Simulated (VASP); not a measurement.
Runs of VASP 6.6.1 on Nb. It takes space group Fm-3m (No. 225, cubic). Conventional cell: a = 4.160 Å, b = 4.160 Å, c = 4.160 Å, α = 90.00°, β = 90.00°, γ = 90.00°. Nb (site symmetry m-3m) is surrounded by 12 Nb at 2.94 Å. This isn't the form of Nb at room conditions, which is bcc.

```tsv
task	level	potentials or basis	cell	k mesh	cutoff (eV)	mesh quality	gap on the mesh (eV)	pressure (GPa)	relaxed volume (Å³/atom)
relaxation of cell and atoms	PBE	VASP PAW PBE potentials, release 64 (Nb_sv)	relaxed	18 × 18 × 18	600	not flagged	none	0.0	18.73
relaxation of cell and atoms	RPBE	VASP PAW PBE potentials, release 64 (Nb_sv)	relaxed	18 × 18 × 18	600	not flagged	none	0.0	19.05
relaxation of cell and atoms	PBEsol	VASP PAW PBE potentials, release 64 (Nb_pv)	relaxed	18 × 18 × 18	580	not flagged	none	0.0	18.35
relaxation of cell and atoms	PBE+D3(BJ)	VASP PAW PBE potentials, release 64 (Nb_sv)	relaxed	18 × 18 × 18	600	not flagged	none	0.0	18.02
relaxation of cell and atoms	PBEsol	VASP PAW PBE potentials, release 64 (Nb_sv)	relaxed	18 × 18 × 18	600	not flagged	none	0.0	18.11
relaxation of cell and atoms	PBEsol	VASP PAW PBE potentials, release 64 (Nb_sv)	relaxed	6 × 6 × 6	600	coarse	none	0.0	(c)
relaxation of cell and atoms	LDA	VASP PAW LDA potentials, release 64 (Nb_sv)	relaxed	18 × 18 × 18	600	not flagged	none	0.0	(a)
single point	PBEsol	VASP PAW PBE potentials, release 64 (Nb_sv)	as given	18 × 18 × 18	520	not flagged	none	(b)	-
```

Alike in all rows: no spin polarisation; smearing gaussian 0.1 eV.

Estimate the missing entries.

(a) 17.72; (b) 1.0; (c) 18.14.

Caveats: some runs use coarse meshes; the PAW data sets were made with another functional, which shifts forces and pressure a little (some runs); pairwise dispersion overbinds metals, which lowers pressure and volume (some runs).

A k mesh can miss the band edges, and the runs leave out spin-orbit coupling on Nb.

A gap of «none» marks a metal or a gap under the smearing width.

Not every run made on this cell is shown here.
